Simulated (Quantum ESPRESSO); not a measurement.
# Sn (Fd-3m) in Quantum ESPRESSO: convergence with wavefunction cutoff

Aim: find how far wavefunction cutoff must go before the results for Sn settle, at PBEsol. This setting moves, with any that are tied to it; all else stays.

Everything below comes from runs of Quantum ESPRESSO 7.5. Logs are shortened: lines on timing, memory, paths and dates and some standing lists are left out, and cuts for length are marked.

## Step 1: The crystal as given

It takes space group Fd-3m (No. 227, cubic). The conventional cell has a = 6.467 Å, b = 6.467 Å, c = 6.467 Å, α = 90.00°, β = 90.00°, γ = 90.00°. Sn (site symmetry -43m) has 4 Sn at 2.80 Å as nearest neighbours.

This isn't the form of Sn at room conditions, which is tetragonal (white tin).

## Step 2: With wavefunction cutoff 14 Ry

File pw.in:

```
&CONTROL
  calculation = 'scf'
  prefix = 'pwscf'
  outdir = './tmp'
  pseudo_dir = './pseudo'
  tprnfor = .true.
  tstress = .true.
  disk_io = 'nowf'
/
&SYSTEM
  ibrav = 0
  nat = 2
  ntyp = 1
  ecutwfc = 14
  ecutrho = 216
  nbnd = 21
  input_dft = 'pbesol'
  occupations = 'smearing'
  smearing = 'gaussian'
  degauss = 0.00367493
/
&ELECTRONS
  conv_thr = 4d-10
  electron_maxstep = 120
  mixing_beta = 0.5
/
ATOMIC_SPECIES
Sn   118.7100 Sn.GGA_PBE-JTH.UPF
CELL_PARAMETERS angstrom
   0.0000000000    3.2333428000    3.2333428000
   3.2333428000    0.0000000000    3.2333428000
   3.2333428000    3.2333428000    0.0000000000
ATOMIC_POSITIONS crystal
Sn     0.7500000000    0.7500000000    0.7500000000
Sn     0.5000000000    0.5000000000    0.5000000000
K_POINTS automatic
7 7 7 0 0 0
```

Potentials or basis: JTH 2.0 PBE.

Launch:

```
OMP_NUM_THREADS=1 pw.x -in pw.in > pw.out
```

pw.out:

```text
This program is part of the open-source Quantum ESPRESSO suite
     for quantum simulation of materials; please cite
         "P. Giannozzi et al., J. Phys.:Condens. Matter 21 395502 (2009);
         "P. Giannozzi et al., J. Phys.:Condens. Matter 29 465901 (2017);
         "P. Giannozzi et al., J. Chem. Phys. 152 154105 (2020);
     in publications or presentations arising from this work. More details at

     file Sn.GGA_PBE-JTH.UPF: wavefunction(s)  0S 5P 0P 4D 0D renormalized

     IMPORTANT: XC functional enforced from input :
     Exchange-correlation= PBESOL
                           (   1   4  10   8   0   0   0)
     Any further DFT definition will be discarded
     Please, verify this is what you really want

     Message from routine setup:
     using ibrav=0 with symmetry is DISCOURAGED, use correct ibrav instead

     G-vector sticks info
     --------------------
     sticks:   dense  smooth     PW     G-vecs:    dense   smooth      PW
     Sum        1111     295     97                24357     3215     645

     Using Slab Decomposition

     bravais-lattice index     =            0
     lattice parameter (alat)  =       8.6410  a.u.
     unit-cell volume          =     456.2279 (a.u.)^3
     number of atoms/cell      =            2
     number of atomic types    =            1
     number of electrons       =        28.00
     number of Kohn-Sham states=           21
     kinetic-energy cutoff     =      14.0000  Ry
     charge density cutoff     =     216.0000  Ry
     scf convergence threshold =      4.0E-10
     mixing beta               =       0.5000
     number of iterations used =            8  plain     mixing
     Exchange-correlation= PBESOL
                           (   1   4  10   8   0   0   0)

     celldm(1)=   8.641032  celldm(2)=   0.000000  celldm(3)=   0.000000
     celldm(4)=   0.000000  celldm(5)=   0.000000  celldm(6)=   0.000000

     crystal axes: (cart. coord. in units of alat)
               a(1) = (   0.000000   0.707107   0.707107 )
               a(2) = (   0.707107   0.000000   0.707107 )
               a(3) = (   0.707107   0.707107   0.000000 )

     reciprocal axes: (cart. coord. in units 2 pi/alat)
               b(1) = ( -0.707107  0.707107  0.707107 )
               b(2) = (  0.707107 -0.707107  0.707107 )
               b(3) = (  0.707107  0.707107 -0.707107 )

     PseudoPot. # 1 for Sn read from file:
     Sn.GGA_PBE-JTH.UPF
     Pseudo is Projector augmented-wave + core cor, Zval = 14.0
     Generated using ATOMPAW code
     Shape of augmentation charge: BESSEL
     Using radial grid of 1090 points,  6 beta functions with:
                l(1) =   0
                l(2) =   0
                l(3) =   1
                l(4) =   1
                l(5) =   2
                l(6) =   2
     Q(r) pseudized with 0 coefficients

     atomic species   valence    mass     pseudopotential
     Sn               14.00   118.71000     Sn( 1.00)

     48 Sym. Ops., with inversion, found (24 have fractional translation)

   Cartesian axes

     site n.     atom                  positions (alat units)
         1        Sn     tau(   1) = (   1.0606602   1.0606602   1.0606602  )
         2        Sn     tau(   2) = (   0.7071068   0.7071068   0.7071068  )

     number of k points=    20  Gaussian smearing, width (Ry)=  0.0037
                       cart. coord. in units 2pi/alat
        k(    1) = (   0.0000000   0.0000000   0.0000000), wk =   0.0058309
        k(    2) = (   0.1010153   0.1010153  -0.1010153), wk =   0.0466472
        k(    3) = (   0.2020305   0.2020305  -0.2020305), wk =   0.0466472
        k(    4) = (   0.3030458   0.3030458  -0.3030458), wk =   0.0466472
        k(    5) = (   0.2020305  -0.0000000   0.0000000), wk =   0.0349854
        k(    6) = (   0.3030458   0.1010153  -0.1010153), wk =   0.1399417
[... 12 lines left out ...]
        k(   19) = (  -0.1010153  -0.5050763   0.7071068), wk =   0.1399417
        k(   20) = (   0.0000000  -0.4040610   0.6060915), wk =   0.1399417

     Dense  grid:    24357 G-vectors     FFT dimensions: (  48,  48,  48)

     Smooth grid:     3215 G-vectors     FFT dimensions: (  24,  24,  24)

     Check: negative core charge=   -0.000010

     Initial potential from superposition of free atoms

     starting charge      27.9972, renormalised to      28.0000
     Starting wfcs are   36 randomized atomic wfcs

     Self-consistent Calculation

     iteration #  1     ecut=    14.00 Ry     beta= 0.50
     Davidson diagonalization with overlap
     ethr =  1.00E-02,  avg # of iterations =  6.3

     total energy              =    -869.27359127 Ry
     estimated scf accuracy    <       0.98079348 Ry

     iteration #  2     ecut=    14.00 Ry     beta= 0.50
     Davidson diagonalization with overlap
     ethr =  3.50E-03,  avg # of iterations =  2.0
[... 43 lines left out ...]
     total energy              =    -869.37029066 Ry
     estimated scf accuracy    <       0.00000003 Ry

     iteration #  9     ecut=    14.00 Ry     beta= 0.50
     Davidson diagonalization with overlap
     ethr =  9.72E-11,  avg # of iterations =  1.2

     End of self-consistent calculation

          k = 0.0000 0.0000 0.0000 (   411 PWs)   bands (ev):

   -16.2043 -16.2043 -15.9558 -15.9558 -15.9558 -14.8729 -14.8729 -14.3389
   -14.3389 -14.3389  -3.3671   6.2472   7.4373   7.4373   7.4373   9.5255
     9.5255   9.5255  12.2245  15.4607  15.4607

          k = 0.1010 0.1010-0.1010 (   396 PWs)   bands (ev):

   -15.8195 -15.8195 -15.4137 -15.0905 -15.0905 -14.9524 -14.4058 -14.4058
   -14.1683 -14.1683  -3.1729   4.6845   7.0947   7.0947   7.7568   9.9780
     9.9780  10.3273  13.1879  14.5382  14.5382
[... 79 lines left out ...]
          k =-0.0000-0.6061 0.6061 (   412 PWs)   bands (ev):

   -15.7365 -15.6702 -15.6586 -15.6306 -15.5344 -15.4276 -15.2449 -15.1937
   -15.1285 -14.8887  -0.4386  -0.1607   4.4212   5.0376   8.2178   9.1610
    13.9854  14.2758  15.2307  16.5616  17.4177

          k = 0.4041 0.2020 0.0000 (   403 PWs)   bands (ev):

   -15.6345 -15.5036 -15.4449 -15.3551 -15.3020 -15.1101 -15.1056 -15.0814
   -14.7261 -14.6113  -2.1232   2.0048   4.8264   5.8191   9.4679   9.4785
    11.2379  12.4127  14.4020  15.6089  16.3422

          k =-0.2020-0.4041 0.6061 (   404 PWs)   bands (ev):

   -15.6934 -15.6113 -15.5305 -15.4344 -15.3419 -15.1539 -15.1257 -14.8701
   -14.8409 -14.7308  -1.4112   0.9069   4.3125   5.4307   9.3571  10.3304
    11.6803  12.8077  14.3722  15.7980  16.5439
[... 7 lines left out ...]
          k = 0.0000-0.4041 0.6061 (   402 PWs)   bands (ev):

   -15.7381 -15.6447 -15.4622 -15.4106 -15.3678 -15.0062 -14.9521 -14.8180
   -14.7550 -14.6868  -0.7075   0.1822   4.0538   4.8595   9.5062  11.1860
    11.8671  11.9237  15.0506  16.1575  17.7573

     the Fermi energy is     7.1600 ev

!    total energy              =    -869.37029069 Ry
     total all-electron energy =      -869.370291 Ry
     estimated scf accuracy    <          1.7E-10 Ry
     smearing contrib. (-TS)   =      -0.00006056 Ry
     internal energy E=F+TS    =    -869.37023013 Ry

     The total energy is F=E-TS. E is the sum of the following terms:
     one-electron contribution =    -137.05424957 Ry
     hartree contribution      =     107.63431817 Ry
     xc contribution           =     -54.87390505 Ry
     ewald contribution        =    -172.79697965 Ry
     one-center paw contrib.   =    -612.27941403 Ry

     convergence has been achieved in   9 iterations

     Forces acting on atoms (cartesian axes, Ry/au):

     atom    1 type  1   force =    -0.00000000   -0.00000000    0.00000000
     atom    2 type  1   force =     0.00000000    0.00000000    0.00000000

     Total force =     0.000000     Total SCF correction =     0.000000

     Computing stress (Cartesian axis) and pressure

          total   stress  (Ry/bohr**3)                   (kbar)     P=    -4939.97
  -0.03358121   0.00000000   0.00000000        -4939.97        0.00        0.00
   0.00000000  -0.03358121   0.00000000            0.00    -4939.97        0.00
   0.00000000   0.00000000  -0.03358121            0.00        0.00    -4939.97

=------------------------------------------------------------------------------=
   JOB DONE.
=------------------------------------------------------------------------------=
```

Run time: 11 s. Hardware: 1 thread of Arm Neoverse V1, shared host; peak memory 0.11 GiB.

Results:

| Item | Value |
| --- | --- |
| Free energy | -11828.3854 eV |
| Pressure | -494.0 GPa |
| Band gap on the k mesh | none (metal or under the smearing width) |

## Step 3: With wavefunction cutoff 18 Ry

pw.in, as its differences from that of step 2:

```diff
@@ -13,3 +13,3 @@
   ntyp = 1
-  ecutwfc = 14
+  ecutwfc = 18
   ecutrho = 216
```

Potentials or basis: JTH 2.0 PBE.

Launch:

```
OMP_NUM_THREADS=1 pw.x -in pw.in > pw.out
```

Run time: 13 s. Hardware: 1 thread of Arm Neoverse V1, shared host; peak memory 0.12 GiB.

Results:

```
Free energy            : -11871.7621 eV
Pressure               : -115.7 GPa
Band gap on the k mesh : none (metal or under the smearing width)
```

## Step 4: With wavefunction cutoff 22 Ry

pw.in, as its differences from that of step 3:

```diff
@@ -13,3 +13,3 @@
   ntyp = 1
-  ecutwfc = 18
+  ecutwfc = 22
   ecutrho = 216
```

Launch:

```
OMP_NUM_THREADS=1 pw.x -in pw.in > pw.out
```

It took 12 s on 1 thread of Arm Neoverse V1, shared host; peak memory 0.12 GiB.

What came out:

| Property | Result |
| --- | --- |
| Free energy | -11879.4243 eV |
| Pressure | -20.2 GPa |
| Band gap on the k mesh | none (metal or under the smearing width) |

## Step 5: With wavefunction cutoff 25 Ry

pw.in, as its differences from that of step 4:

```diff
@@ -13,3 +13,3 @@
   ntyp = 1
-  ecutwfc = 22
+  ecutwfc = 25
   ecutrho = 216
```

Launch:

```
OMP_NUM_THREADS=1 pw.x -in pw.in > pw.out
```

It took 12 s on 1 thread of Arm Neoverse V1, shared host; peak memory 0.12 GiB.

Results:

```yaml
Free_energy: -11880.3035 eV
Pressure: -2.0 GPa
Band_gap_on_the_k_mesh: none (metal or under the smearing width)
```

## Step 6: With wavefunction cutoff 29 Ry

pw.in, as its differences from that of step 5:

```diff
@@ -13,4 +13,4 @@
   ntyp = 1
-  ecutwfc = 25
-  ecutrho = 216
+  ecutwfc = 29
+  ecutrho = 232
   nbnd = 21
```

Potentials or basis: JTH 2.0 PBE.

Launch:

```
OMP_NUM_THREADS=1 pw.x -in pw.in > pw.out
```

Wall time 14 s (1 thread of Arm Neoverse V1, shared host); peak memory 0.13 GiB.

It converged, with:

| Item | Value |
| --- | --- |
| Free energy | -11880.3900 eV |
| Pressure | 1.5 GPa |
| Band gap on the k mesh | none (metal or under the smearing width) |

## Step 7: With wavefunction cutoff 32 Ry

pw.in, as its differences from that of step 6:

```diff
@@ -13,4 +13,4 @@
   ntyp = 1
-  ecutwfc = 29
-  ecutrho = 232
+  ecutwfc = 32
+  ecutrho = 256
   nbnd = 21
```

Launch:

```
OMP_NUM_THREADS=1 pw.x -in pw.in > pw.out
```

It took 15 s on 1 thread of Arm Neoverse V1, shared host; peak memory 0.15 GiB.

Results (log left out):

```yaml
Free_energy: -11880.4099 eV
Pressure: 0.9 GPa
Band_gap_on_the_k_mesh: none (metal or under the smearing width)
```

## Step 8: With wavefunction cutoff 36 Ry

pw.in, as its differences from that of step 7:

```diff
@@ -13,4 +13,4 @@
   ntyp = 1
-  ecutwfc = 32
-  ecutrho = 256
+  ecutwfc = 36
+  ecutrho = 288
   nbnd = 21
```

Launch:

```
OMP_NUM_THREADS=1 pw.x -in pw.in > pw.out
```

It took 22 s on 1 thread of Arm Neoverse V1, shared host; peak memory 0.17 GiB.

It converged, with:

```yaml
Free_energy: -11880.4662 eV
Pressure: 0.9 GPa
Band_gap_on_the_k_mesh: none (metal or under the smearing width)
```

## Step 9: With wavefunction cutoff 43 Ry

pw.in, as its differences from that of step 8:

```diff
@@ -13,4 +13,4 @@
   ntyp = 1
-  ecutwfc = 36
-  ecutrho = 288
+  ecutwfc = 43
+  ecutrho = 344
   nbnd = 21
```

Potentials or basis: JTH 2.0 PBE.

Launch:

```
OMP_NUM_THREADS=1 pw.x -in pw.in > pw.out
```

Run time: 27 s. Hardware: 1 thread of Arm Neoverse V1, shared host; peak memory 0.22 GiB.

The run converged. Its results:

| Quantity | Value |
| --- | --- |
| Free energy | -11880.4985 eV |
| Pressure | 1.6 GPa |
| Band gap on the k mesh | none (metal or under the smearing width) |

## Step 10: With wavefunction cutoff 54 Ry

pw.in, as its differences from that of step 9:

```diff
@@ -13,4 +13,4 @@
   ntyp = 1
-  ecutwfc = 43
-  ecutrho = 344
+  ecutwfc = 54
+  ecutrho = 432
   nbnd = 21
```

Launch:

```
OMP_NUM_THREADS=1 pw.x -in pw.in > pw.out
```

Run time: 41 s. Hardware: 1 thread of Arm Neoverse V1, shared host; peak memory 0.29 GiB.

The run converged. Its results:

| Item | Value |
| --- | --- |
| Free energy | -11880.5302 eV |
| Pressure | 1.1 GPa |
| Band gap on the k mesh | none (metal or under the smearing width) |

## Step 11: Summary

| wavefunction cutoff | energy less the tightest run, at zero smearing (meV/atom) | pressure (GPa) | SCF cycles | CPU time (s) | peak memory (GiB) |
| --- | --- | --- | --- | --- | --- |
| 14 Ry | 26072.50 | -494.00 | 9 | 11 | 0.11 |
| 18 Ry | 4384.07 | -115.74 | 10 | 13 | 0.12 |
| 22 Ry | 552.98 | -20.15 | 8 | 12 | 0.12 |
| 25 Ry | 113.39 | -1.99 | 8 | 12 | 0.12 |
| 29 Ry | 70.10 | 1.53 | 9 | 14 | 0.13 |
| 32 Ry | 60.16 | 0.93 | 9 | 15 | 0.15 |
| 36 Ry | 32.01 | 0.87 | 9 | 22 | 0.17 |
| 43 Ry | 15.85 | 1.55 | 9 | 27 | 0.22 |
| 54 Ry | 0.00 | 1.14 | 9 | 41 | 0.29 |

Not settled before the last step: the energy (to 1 meV/atom), the pressure (to 0.1 GPa). The tightest run that finished is the yardstick and may itself not be fully converged.

Caveats: the potentials were made for another functional, which shifts forces and pressure.
